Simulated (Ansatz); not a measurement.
Computed with DFT PBE, scalar-relativistic, plane waves, PAW in Ansatz 0.2.0. Settings: cutoff 420 eV, Γ-centred meshes spaced at most about 0.3 Å⁻¹, and about 0.25 Å⁻¹ or finer for metals (2π included), Gaussian smearing. No spin polarisation in the final relaxations.

Temperature and zero-point effects are left out.

Two relaxed structures of LiGaO:

A.

```yaml
crystal:
  lattice:
    - [3.78371, 0.00000, 0.00000]
    - [0.00000, 3.78371, 0.00000]
    - [0.00000, 0.00000, 3.37232]
  atoms:
    - { symbol: Li, position: [0.00000, 0.00000, 0.50000] }
    - { symbol: Ga, position: [0.50000, 0.50000, 0.50000] }
    - { symbol: O, position: [0.00000, 0.00000, 0.00000] }
```

B.

```yaml
crystal:
  lattice:
    - [4.73151, 0.00000, 0.00000]
    - [-2.36575, 4.09761, 0.00000]
    - [0.00000, 0.00000, 3.99578]
  atoms:
    - { symbol: Li, position: [0.00000, 0.00000, 0.00000] }
    - { symbol: Li, position: [0.00000, 0.00000, 0.50000] }
    - { symbol: Ga, position: [0.33333, 0.66667, 0.50000] }
    - { symbol: Ga, position: [0.66667, 0.33333, 0.50000] }
    - { symbol: O, position: [0.33333, 0.66667, 0.00000] }
    - { symbol: O, position: [0.66667, 0.33333, 0.00000] }
```

Problem. Which is lower in energy, and by how much?

Solution. A is lower, by 227 meV/atom. A has space group P4/mmm (No. 123), 16.1 Å³/atom and a gap of 0.28 eV on its mesh; B has space group P6/mmm (No. 191), 12.9 Å³/atom and no gap. Counting O atoms around Ga and Li (those within 1.25 times the shortest such distance or 1.15 times the sum of covalent radii, 1.27 where that leaves under three; the shortest distance is added where it exceeds 1.18 times the sum of covalent radii; a slash parts the counts of unlike sites), A has Li 2, Ga 8 from 3.2 Å and B has Li 6 from 2.7 Å/12 from 3.4 Å, Ga 2. The lower one is the more open, so pressure narrows the difference. In A, around Li lie 2 O at 1.69 Å and 4 Ga at 2.68 Å; Ga has 4 Li at 2.68 Å; O is surrounded by 2 Li at 1.69 Å. In B, Li on its first site has 2 Li at 2.00 Å; Ga is surrounded by 2 O at 2.00 Å, 3 Ga at 2.73 Å and 3 Li at 2.73 Å; O has 2 Ga at 2.00 Å; 1 more site not described. Both come from invented guesses.

Kohn–Sham gaps at this level usually fall short of measured ones. A magnetic state wasn't ruled out in cells without spin, among them P6/mmm. Cells relaxed within their symmetry can be saddle points.
